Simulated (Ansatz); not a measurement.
**Zn under changes of volume**

One of the cells (15.451 Å³/atom); the others are scaled copies at fixed shape and fractional positions:

```
Zn
1.0
    -1.56904    1.56904    1.56904
     1.56904   -1.56904    1.56904
     1.56904    1.56904   -1.56904
Zn
1
Direct
  0.00000 0.00000 0.00000
```

This isn't the form of Zn at room conditions, which is hcp.

| Quantity | Value |
| --- | --- |
| Program | Ansatz 0.2.0 |
| Functional | LDA |
| Potentials or basis | Ansatz PAW |
| Cutoff | 420 eV (not typed: the program's choice for these potentials) |
| k mesh | 12 × 12 × 12 |
| Occupations | fermi-dirac, width 0.05 eV |
| Spin | no spin polarisation |

```tsv
volume (Å³/atom)	energy over the lowest point (meV/atom)	pressure (GPa)
14.524	0.00	-5.0
14.833	10.70	-6.2
15.142	23.62	-7.3
15.451	38.57	-8.3
15.760	?	?
16.069	73.44	-9.8
16.378	92.80	-10.4
```

Task: What does the run at 15.760 Å³/atom give?

Result: Energy over the lowest point 55.28 meV/atom; pressure -9.1 GPa.

Worked out: A Birch-Murnaghan fit of order 3 (a polynomial in V^(-2/3)) to the other rows has no minimum within the range. It gives 55.27 meV/atom at 15.760 Å³/atom, against the run's 55.28, and -dE/dV = -9.0 GPa, against -9.1.

Energies are extrapolated to zero smearing.

Caveats: the PAW data sets come from PBE, with cores solved anew for the run's functional, which leaves a small shift of forces and pressure.
